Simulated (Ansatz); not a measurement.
Crystal: Mo.

```
CELL_PARAMETERS angstrom
-1.58381 1.58381 1.58381
1.58381 -1.58381 1.58381
1.58381 1.58381 -1.58381
ATOMIC_POSITIONS crystal
Mo 0.00000 0.00000 0.00000
```

| Property | Result |
| --- | --- |
| Program | Ansatz 0.2.0 |
| Task | relaxation of cell and atoms |
| Functional | BLYP |
| Potentials or basis | Ansatz PAW |
| Cutoff | 420 eV (not typed: the program's choice for these potentials) |
| k mesh | 12 × 12 × 12 |
| Occupations | fermi-dirac, width 0.05 eV |
| Spin | no spin polarisation |

At the start: volume 15.89 Å³/atom.

Q: How do energy, volume and symmetry change on relaxing?

A: It ends after 4 steps and the volume is 16.40 Å³/atom (+3.2 %); space group Im-3m (No. 229, to 0.05 Å).

Step by step:
| step | energy change (eV) | largest force (eV/Å) | volume (Å³) |
| --- | --- | --- | --- |
| 1 | 0.0000 | 0.0000 | 15.89 |
| 2 | -0.0121 | 0.0000 | 16.46 |
| 3 | -0.0123 | 0.0000 | 16.40 |
| 4 | -0.0124 | 0.0000 | 16.40 |

Final structure:
```
Mo
1.0
    -1.60056    1.60056    1.60056
     1.60056   -1.60056    1.60056
     1.60056    1.60056   -1.60056
Mo
1
Cartesian
  0.0000 0.0000 0.0000
```

Caveat: the plane-wave basis is chosen anew once the cell has moved, so the energies of steps on either side of that aren't comparable; the PAW data sets come from PBE, with cores solved anew for the run's functional, which leaves a small shift of forces and pressure.
